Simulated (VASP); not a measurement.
```
InN
1.0
    0.00000     2.49000     2.49000
    2.49000     0.00000     2.49000
    2.49000     2.49000     0.00000
In N
1 1
Direct
  0.00000   0.00000   0.00000
  0.75000   0.75000   0.75000
```

Level of theory: PBE GGA, VASP's PBE PAW potentials (set 64) (plane waves; VASP 6.6.1). Run with 530 eV cut-off, 8×8×8 Γ-centred mesh, Gaussian smearing of 0.050 eV, potentials In_d N.

Energy and stress use the plane-wave basis of the starting cell.

**Question.** The ions, cell shape and volume are relaxed. Which structure does the run end with?

**Answer.** 
```
InN
1.0
    0.00000     2.52613     2.52613
    2.52613     0.00000     2.52613
    2.52613     2.52613     0.00000
In N
1 1
Direct
  0.00000   0.00000   0.00000
  0.75000   0.75000   0.75000
```
Space group F-43m (216), at a tolerance of 0.03 Å.

**Question.** How do energy and volume change from the first to the last step?

**Answer.** The energy (σ→0) changes by -11.7 meV/atom and the volume by +4.4 %, in 3 ionic steps.

The compound is InN in the zinc blende structure, a metastable form; wurtzite is the usual one. This run relaxes it. Symmetry was kept, so distortions that lower it aren't found.
